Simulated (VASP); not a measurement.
**NaCl in VASP: one cell, several levels of theory**

Aim: gap, levels, forces and stress of NaCl (rocksalt) at fixed geometry. Runs: PBE, r2SCAN. The results are then set beside those of Ansatz 0.2.0 for the same cell.

Program: VASP 6.6.1. PAW datasets, plane waves. The values are computed, spin-unpolarised, and not measurements.

### 1 Starting point

The cell comes from an earlier relaxation with r2SCAN in another program.

The symmetry is Fm-3m (No. 225, cubic); a = 5.605 Å in the conventional setting, 22.02 Å³ an atom. Around Na lie 6 Cl at 2.80 Å; around Cl lie 6 Na at 2.80 Å.

Coordinates:

```cif
data_structure
_symmetry_space_group_name_H-M 'P 1'
_symmetry_Int_Tables_number 1
_cell_length_a 3.9636
_cell_length_b 3.9636
_cell_length_c 3.9636
_cell_angle_alpha 60.000
_cell_angle_beta 60.000
_cell_angle_gamma 60.000
_cell_volume 44.03
loop_
_atom_site_label
_atom_site_type_symbol
_atom_site_fract_x
_atom_site_fract_y
_atom_site_fract_z
_atom_site_occupancy
Na1 Na 0.00000 0.00000 0.00000 1
Cl1 Cl 0.50000 0.50000 0.50000 1
```

### 2 Single point with PBE

The input, INCAR:

```
ENCUT = 520.000000
SIGMA = 0.020000
EDIFF = 1.00e-07
GGA = PE
PREC = Accurate
IBRION = -1
ISIF = 2
ISMEAR = -1
NBANDS = 14
NELM = 120
NSW = 0
LASPH = .TRUE.
LCHARG = .FALSE.
LWAVE = .FALSE.
LREAL = .FALSE.
```

The input, KPOINTS:

```
KPOINTS created by Atomic Simulation Environment
0
Gamma
8 8 8
0 0 0
```

The input, KPOINTS_OPT:

```
special points
6
Reciprocal
0.0000000000 0.0000000000 0.0000000000 1
0.5000000000 0.0000000000 0.5000000000 1
0.6250000000 0.2500000000 0.6250000000 1
0.3750000000 0.3750000000 0.7500000000 1
0.5000000000 0.5000000000 0.5000000000 1
0.5000000000 0.2500000000 0.7500000000 1
```

The input, POSCAR:

```
Na Cl
 1.0000000000000000
    -0.0000000000000000    2.8026988093201135    2.8026988093201135
     2.8026988093201135    0.0000000000000000    2.8026988093201135
     2.8026988093201135    2.8026988093201135   -0.0000000000000000
 Na  Cl
   1   1
Cartesian
 -0.0000000000000000 -0.0000000000000000 -0.0000000000000000
  2.8026988093201135  2.8026988093201135  2.8026988093201135
```

Potentials: the recommended PBE PAW datasets, 14 valence electrons in the neutral cell.

Launch:

```
$ mpirun -np 1 vasp_std
```

Printed to the terminal (iteration lines stand in OSZICAR):

```text
POSCAR found type information on POSCAR NaCl
 POSCAR found :  2 types and       2 ions
 LDA part: xc-table for (Slater+PW92), standard interpolation
 POSCAR, INCAR and KPOINTS ok, starting setup
 FFT: planning ... GRIDC
 FFT: planning ... GRID_SOFT
 FFT: planning ... GRID
 WAVECAR not read
 entering main loop
 Start KPOINTS_OPT (optional k-point list driver)
k-point batch [1-6\6]
```

OSZICAR:

```text
N       E                     dE             d eps       ncg     rms          rms(c)
DAV:   1     0.101851864884E+03    0.10185E+03   -0.70565E+03   812   0.989E+02
DAV:   2     0.130579143990E+01   -0.10055E+03   -0.92411E+02   924   0.280E+02
DAV:   3    -0.683239554796E+01   -0.81382E+01   -0.80917E+01  1028   0.726E+01
DAV:   4    -0.696136136252E+01   -0.12897E+00   -0.12891E+00   980   0.985E+00
DAV:   5    -0.696413745881E+01   -0.27761E-02   -0.27759E-02  1022   0.147E+00    0.216E+00
DAV:   6    -0.677535997282E+01    0.18878E+00   -0.31134E-01   998   0.327E+00    0.161E+00
DAV:   7    -0.676388567665E+01    0.11474E-01   -0.81011E-02  1072   0.165E+00    0.110E+00
DAV:   8    -0.676944361507E+01   -0.55579E-02   -0.97837E-03   920   0.856E-01    0.304E-01
DAV:   9    -0.676932159916E+01    0.12202E-03   -0.21933E-04   998   0.115E-01    0.162E-01
DAV:  10    -0.676943242774E+01   -0.11083E-03   -0.30751E-04   932   0.140E-01    0.661E-02
DAV:  11    -0.676942180981E+01    0.10618E-04   -0.19450E-05  1034   0.417E-02    0.143E-02
DAV:  12    -0.676942192969E+01   -0.11988E-06   -0.22429E-06   932   0.142E-02    0.140E-03
DAV:  13    -0.676942245558E+01   -0.52589E-06   -0.27916E-07   980   0.354E-03    0.351E-03
DAV:  14    -0.676942224937E+01    0.20621E-06   -0.48858E-08   712   0.126E-03    0.348E-04
DAV:  15    -0.676942225298E+01   -0.36098E-08   -0.32970E-09   562   0.570E-04
   1 F= -.67694223E+01 E0= -.67694223E+01  d E =-.552795E-12
       N       E                     dE             ncg
DAV:   1     0.671516023240E+03   -0.30003E+04      168
DAV:   2     0.103716476137E+03   -0.56780E+03      198
DAV:   3     0.541874085918E+02   -0.49529E+02      204
DAV:   4     0.534010623461E+02   -0.78635E+00      210
DAV:   5     0.533838831031E+02   -0.17179E-01      198
DAV:   6     0.533833211374E+02   -0.56197E-03      204
DAV:   7     0.533832983789E+02   -0.22758E-04      218
DAV:   8     0.533832975511E+02   -0.82780E-06      216
DAV:   9     0.533832975214E+02   -0.29759E-07      160
```

The lines after F= are the extra pass for the points of KPOINTS_OPT, at fixed density; their E is not a total energy.

OUTCAR, selected sections:

```text
k-points           NKPTS =     29   k-points in BZ     NKDIM =     29   number of bands    NBANDS=     14

   NELECT =      14.0000    total number of electrons

   dimension x,y,z NGX =    30 NGY =   30 NGZ =   30
   dimension x,y,z NGXF=    60 NGYF=   60 NGZF=   60

  energy-cutoff  :      520.00
  volume of cell :       44.03
      direct lattice vectors                 reciprocal lattice vectors
     0.000000000  2.802698809  2.802698809    -0.178399476  0.178399476  0.178399476
     2.802698809  0.000000000  2.802698809     0.178399476 -0.178399476  0.178399476
     2.802698809  2.802698809  0.000000000     0.178399476  0.178399476 -0.178399476

 k-points in reciprocal lattice and weights: KPOINTS created by Atomic Simulation Env
   0.00000000  0.00000000  0.00000000       0.002
   0.12500000  0.00000000  0.00000000       0.016
   0.25000000  0.00000000  0.00000000       0.016
   0.37500000  0.00000000  0.00000000       0.016
   0.50000000  0.00000000  0.00000000       0.008
   0.12500000  0.12500000  0.00000000       0.012
   0.25000000  0.12500000  0.00000000       0.047
   0.37500000  0.12500000  0.00000000       0.047
[... 21 more k-points ...]

 E-fermi :  -0.1499

 k-point     1 :       0.0000    0.0000    0.0000
  band No.  band energies     occupation
      1     -21.4066      2.00000
      2     -21.4066      2.00000
      3     -21.4066      2.00000
      4     -13.3247      2.00000
      5      -0.6238      2.00000
      6      -0.6238      2.00000
      7      -0.6238      2.00000
      8       4.5560      0.00000
      9      10.5156      0.00000
     10      10.5156      0.00000
     11      10.5156      0.00000
     12      12.7003      0.00000
     13      12.7003      0.00000
     14      14.3386      0.00000

 k-point     2 :       0.1250    0.0000    0.0000
  band No.  band energies     occupation
      1     -21.4114      2.00000
      2     -21.4070      2.00000
      3     -21.4070      2.00000
      4     -13.2751      2.00000
      5      -1.0025      2.00000
      6      -0.6660      2.00000
      7      -0.6660      2.00000
      8       5.0592      0.00000
      9       9.9771      0.00000
     10      10.7125      0.00000
     11      10.7125      0.00000
     12      12.4452      0.00000
     13      12.4452      0.00000
     14      15.2740      0.00000

 k-point     3 :       0.2500    0.0000    0.0000
  band No.  band energies     occupation
      1     -21.4227      2.00000
      2     -21.4078      2.00000
      3     -21.4078      2.00000
      4     -13.1520      2.00000
      5      -1.7508      2.00000
      6      -0.7648      2.00000
      7      -0.7648      2.00000
      8       6.0368      0.00000
      9       9.4367      0.00000
     10      10.8127      0.00000
     11      10.8127      0.00000
     12      12.6675      0.00000
     13      12.6675      0.00000
     14      15.1416      0.00000

 k-point     4 :       0.3750    0.0000    0.0000
  band No.  band energies     occupation
      1     -21.4339      2.00000
      2     -21.4086      2.00000
      3     -21.4086      2.00000
      4     -13.0235      2.00000
      5      -2.3698      2.00000
      6      -0.8594      2.00000
      7      -0.8594      2.00000
      8       6.5971      0.00000
      9       9.7337      0.00000
     10      10.5314      0.00000
     11      10.5314      0.00000
     12      14.0353      0.00000
     13      14.0353      0.00000
     14      14.6120      0.00000

 k-point     5 :       0.5000    0.0000    0.0000
  band No.  band energies     occupation
      1     -21.4385      2.00000
      2     -21.4089      2.00000
      3     -21.4089      2.00000
      4     -12.9686      2.00000
      5      -2.6029      2.00000
      6      -0.8974      2.00000
      7      -0.8974      2.00000
      8       6.6833      0.00000
      9      10.1532      0.00000
     10      10.3944      0.00000
     11      10.3944      0.00000
     12      14.4865      0.00000
     13      15.6229      0.00000
     14      15.6229      0.00000

[... the tables of k-points 6 to 29 left out ...]

  Total        0.3405382      0.3405382      0.3405382      0.0000000      0.0000000      0.0000000
  in kB       12.3913059     12.3913059     12.3913059      0.0000000      0.0000000      0.0000000
  external PRESSURE =      12.3913059 kB  Pullay stress =       0.0000000 kB

 POSITION                                       TOTAL-FORCE (eV/Angst)
 -----------------------------------------------------------------------------------
      0.00000      0.00000      0.00000         0.000000      0.000000      0.000000
      2.80270      2.80270      2.80270        -0.000000     -0.000000     -0.000000
 -----------------------------------------------------------------------------------
    total drift:                               -0.000000      0.000000      0.000000

  FREE ENERGIE OF THE ION-ELECTRON SYSTEM (eV)
  ---------------------------------------------------
  free  energy   TOTEN  =        -6.7694222530 eV

  energy  without entropy=       -6.7694222530  energy(sigma->0) =       -6.76942225
```

Hardware: 1 MPI rank of Intel Xeon 6975P-C, shared host.

The levels at the points of KPOINTS_OPT are read from vasprun.xml.

Near the gap, in eV above the top of the last filled band v; c is the band after it:

| point | v−1 | v | c | c+1 |
| --- | --- | --- | --- | --- |
| Γ | 0.00 | 0.00 | 5.18 | 11.14 |
| X | -0.61 | -0.61 | 7.59 | 8.06 |
| U | -1.15 | -0.51 | 8.28 | 9.09 |
| K | -1.15 | -0.51 | 8.28 | 9.09 |
| L | -0.27 | -0.27 | 7.31 | 10.78 |
| W | -1.22 | -0.78 | 8.90 | 9.75 |

The PBE gap is 5.18 eV, direct at Γ. The pressure is 1.24 GPa; the forces vanish within 0.01 eV/Å.

### 3 Single point with r2SCAN

The input, INCAR:

```
ENCUT = 520.000000
SIGMA = 0.010000
EDIFF = 1.00e-07
ALGO = Normal
METAGGA = R2SCAN
PREC = Accurate
IBRION = -1
ISIF = 2
ISMEAR = 0
NBANDS = 14
NELM = 120
NSW = 0
LASPH = .TRUE.
LCHARG = .FALSE.
LWAVE = .FALSE.
LREAL = .FALSE.
```

KPOINTS is that of step 2.

KPOINTS_OPT is that of step 2.

POSCAR is that of step 2.

Launch:

```
$ mpirun -np 1 vasp_std
```

Printed to the terminal (iteration lines stand in OSZICAR):

```text
POSCAR found type information on POSCAR NaCl
 POSCAR found :  2 types and       2 ions
 -----------------------------------------------------------------------------
|                                                                             |
|                                                                             |
|     You enforced a specific xc type in the INCAR file but a different       |
|     I HOPE YOU KNOW WHAT YOU ARE DOING!                                     |
|                                                                             |
 -----------------------------------------------------------------------------

 LDA part: xc-table for (None), standard interpolation
 POSCAR, INCAR and KPOINTS ok, starting setup
 FFT: planning ... GRIDC
 FFT: planning ... GRID_SOFT
 FFT: planning ... GRID
 WAVECAR not read
 entering main loop
 Start KPOINTS_OPT (optional k-point list driver)
k-point batch [1-6\6]
```

OSZICAR:

```text
N       E                     dE             d eps       ncg     rms          rms(c)
DAV:   1     0.956281833504E+02    0.95628E+02   -0.72109E+03   812   0.101E+03
DAV:   2    -0.753431022790E+01   -0.10316E+03   -0.94889E+02   918   0.289E+02
DAV:   3    -0.158213383350E+02   -0.82870E+01   -0.82370E+01  1034   0.743E+01
DAV:   4    -0.159590882696E+02   -0.13775E+00   -0.13768E+00   992   0.103E+01
DAV:   5    -0.159621252428E+02   -0.30370E-02   -0.30368E-02  1034   0.154E+00    0.227E+00
DAV:   6    -0.137995345724E+02    0.21626E+01   -0.54072E-01   824   0.740E+00    0.234E+00
DAV:   7    -0.137829873999E+02    0.16547E-01   -0.15230E-01  1034   0.278E+00    0.123E+00
DAV:   8    -0.137882378830E+02   -0.52505E-02   -0.63303E-03   932   0.595E-01    0.472E-01
DAV:   9    -0.137900241111E+02   -0.17862E-02   -0.40341E-03   884   0.569E-01    0.131E-01
DAV:  10    -0.137900628948E+02   -0.38784E-04   -0.95659E-05  1076   0.786E-02    0.281E-02
DAV:  11    -0.137900831600E+02   -0.20265E-04   -0.64164E-05   944   0.680E-02    0.483E-02
DAV:  12    -0.137900855774E+02   -0.24174E-05   -0.45459E-06   998   0.157E-02    0.296E-03
DAV:  13    -0.137900856072E+02   -0.29702E-07   -0.13280E-07   962   0.327E-03
   1 F= -.13790086E+02 E0= -.13790086E+02  d E =-.833313E-35
       N       E                     dE             ncg
DAV:   1     0.626329035435E+03   -0.30455E+04      174
DAV:   2     0.350493509314E+02   -0.59128E+03      192
DAV:   3    -0.145364955143E+02   -0.49586E+02      216
DAV:   4    -0.153671291600E+02   -0.83063E+00      210
DAV:   5    -0.153858966634E+02   -0.18768E-01      198
DAV:   6    -0.153865581076E+02   -0.66144E-03      210
DAV:   7    -0.153865869045E+02   -0.28797E-04      212
DAV:   8    -0.153865879920E+02   -0.10875E-05      196
DAV:   9    -0.153865880406E+02   -0.48621E-07      174
```

OUTCAR, selected sections:

```text
k-points           NKPTS =     29   k-points in BZ     NKDIM =     29   number of bands    NBANDS=     14

   NELECT =      14.0000    total number of electrons

   dimension x,y,z NGX =    30 NGY =   30 NGZ =   30
   dimension x,y,z NGXF=    60 NGYF=   60 NGZF=   60

  energy-cutoff  :      520.00
  volume of cell :       44.03
      direct lattice vectors                 reciprocal lattice vectors
     0.000000000  2.802698809  2.802698809    -0.178399476  0.178399476  0.178399476
     2.802698809  0.000000000  2.802698809     0.178399476 -0.178399476  0.178399476
     2.802698809  2.802698809  0.000000000     0.178399476  0.178399476 -0.178399476

 k-points in reciprocal lattice and weights: KPOINTS created by Atomic Simulation Env
   0.00000000  0.00000000  0.00000000       0.002
   0.12500000  0.00000000  0.00000000       0.016
   0.25000000  0.00000000  0.00000000       0.016
   0.37500000  0.00000000  0.00000000       0.016
   0.50000000  0.00000000  0.00000000       0.008
   0.12500000  0.12500000  0.00000000       0.012
   0.25000000  0.12500000  0.00000000       0.047
   0.37500000  0.12500000  0.00000000       0.047
[... 21 more k-points ...]

 E-fermi :  -0.9733

 k-point     1 :       0.0000    0.0000    0.0000
  band No.  band energies     occupation
      1     -22.5426      2.00000
      2     -22.5422      2.00000
      3     -22.5422      2.00000
      4     -14.3222      2.00000
      5      -1.0573      2.00000
      6      -1.0573      2.00000
      7      -1.0573      2.00000
      8       4.9411      0.00000
      9      10.7205      0.00000
     10      10.7205      0.00000
     11      10.7205      0.00000
     12      12.9932      0.00000
     13      12.9932      0.00000
     14      14.6264      0.00000

 k-point     2 :       0.1250    0.0000    0.0000
  band No.  band energies     occupation
      1     -22.5469      2.00000
      2     -22.5428      2.00000
      3     -22.5425      2.00000
      4     -14.2720      2.00000
      5      -1.4251      2.00000
      6      -1.1018      2.00000
      7      -1.1018      2.00000
      8       5.4377      0.00000
      9      10.1830      0.00000
     10      10.9345      0.00000
     11      10.9346      0.00000
     12      12.7792      0.00000
     13      12.7792      0.00000
     14      15.6527      0.00000

 k-point     3 :       0.2500    0.0000    0.0000
  band No.  band energies     occupation
      1     -22.5579      2.00000
      2     -22.5435      2.00000
      3     -22.5432      2.00000
      4     -14.1473      2.00000
      5      -2.1704      2.00000
      6      -1.2061      2.00000
      7      -1.2061      2.00000
      8       6.3940      0.00000
      9       9.7006      0.00000
     10      11.1093      0.00000
     11      11.1095      0.00000
     12      13.0141      0.00000
     13      13.0142      0.00000
     14      15.8125      0.00000

 k-point     4 :       0.3750    0.0000    0.0000
  band No.  band energies     occupation
      1     -22.5688      2.00000
      2     -22.5443      2.00000
      3     -22.5439      2.00000
      4     -14.0173      2.00000
      5      -2.7976      2.00000
      6      -1.3060      2.00000
      7      -1.3060      2.00000
      8       6.8743      0.00000
      9      10.1765      0.00000
     10      10.8809      0.00000
     11      10.8812      0.00000
     12      14.4128      0.00000
     13      14.4129      0.00000
     14      15.2350      0.00000

 k-point     5 :       0.5000    0.0000    0.0000
  band No.  band energies     occupation
      1     -22.5733      2.00000
      2     -22.5445      2.00000
      3     -22.5442      2.00000
      4     -13.9618      2.00000
      5      -3.0355      2.00000
      6      -1.3462      2.00000
      7      -1.3462      2.00000
      8       6.9227      0.00000
      9      10.7124      0.00000
     10      10.7562      0.00000
     11      10.7565      0.00000
     12      15.0536      0.00000
     13      16.0485      0.00000
     14      16.0486      0.00000

[... the tables of k-points 6 to 29 left out ...]

  Total       -0.0409936     -0.0409936     -0.0409936     -0.0000000     -0.0000000     -0.0000000
  in kB       -1.4916507     -1.4916507     -1.4916507     -0.0000000     -0.0000000     -0.0000000
  external PRESSURE =      -1.4916507 kB  Pullay stress =       0.0000000 kB

 POSITION                                       TOTAL-FORCE (eV/Angst)
 -----------------------------------------------------------------------------------
      0.00000      0.00000      0.00000         0.000000     -0.000000     -0.000000
      2.80270      2.80270      2.80270        -0.000000      0.000000      0.000000
 -----------------------------------------------------------------------------------
    total drift:                               -0.000000      0.000000      0.000000

  FREE ENERGIE OF THE ION-ELECTRON SYSTEM (eV)
  ---------------------------------------------------
  free  energy   TOTEN  =       -13.7900856072 eV

  energy  without entropy=      -13.7900856072  energy(sigma->0) =      -13.79008561
```

Hardware: 1 MPI rank of Intel Xeon 6975P-C, shared host.

The levels at the points of KPOINTS_OPT are read from vasprun.xml.

Near the gap, in eV above the top of the last filled band v; c is the band after it:

```
point    v−1      v     c    c+1
    Γ   0.00   0.00  6.00  11.78
    X  -0.63  -0.63  8.50   8.60
    U  -1.15  -0.52  9.03   9.88
    K  -1.15  -0.52  9.03   9.88
    L  -0.29  -0.29  7.98  11.77
    W  -1.24  -0.78  9.84  10.42
```

Gap with r2SCAN: 6.00 eV, direct (Γ). Pressure: -0.15 GPa; the forces vanish within 0.01 eV/Å.

### 4 Summary

| level | gap (eV) | pressure (GPa) | Ansatz: gap (eV) | Ansatz: pressure (GPa) |
| --- | --- | --- | --- | --- |
| PBE | 5.18 | 1.24 | 5.18 | 1.27 |
| r2SCAN | 6.00 | -0.15 | 5.98 | 0.04 |

What this shows: The gap runs from 5.18 eV (PBE) to 6.00 eV (r2SCAN). The pressure is highest with PBE (1.2 GPa) and lowest with r2SCAN (-0.1 GPa), which orders the cells that they would relax to. The two programs agree on the gap within 0.03 eV, far less than the spread between functionals. The two codes have different PAW datasets and cutoffs. VASP's cell holds 14 valence electrons and Ansatz's 16.
